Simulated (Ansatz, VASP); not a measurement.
## One calculation of InP, two programs

```
In P
1.0
     3.35487    0.00000    0.00000
     0.00000    3.35487    0.00000
     0.00000    0.00000    3.35487
In P
1 1
Direct
  0.00000 0.00000 0.00000
  0.50000 0.50000 0.50000
```

Alike in both runs: functional PBE; k mesh 13 × 13 × 13; occupations fermi-dirac, width 0.08 eV; no spin polarisation.

Ansatz relaxed the structure, and its values are those at the end. VASP's run is a single point on that final structure, the one shown.

```csv
,VASP,Ansatz
version,VASP 6.6.1,Ansatz 0.2.0
potentials or method,"VASP PAW PBE potentials, release 64 (In_d, P), cutoff 520 eV","all-electron LAPW, scalar-relativistic"
```

```csv
,VASP,Ansatz,Ansatz less VASP
pressure (GPa),6.4,6.4,+0.05
```

Ansatz ran all-electron here, so the differences hold the error of VASP's frozen core and of both bases.
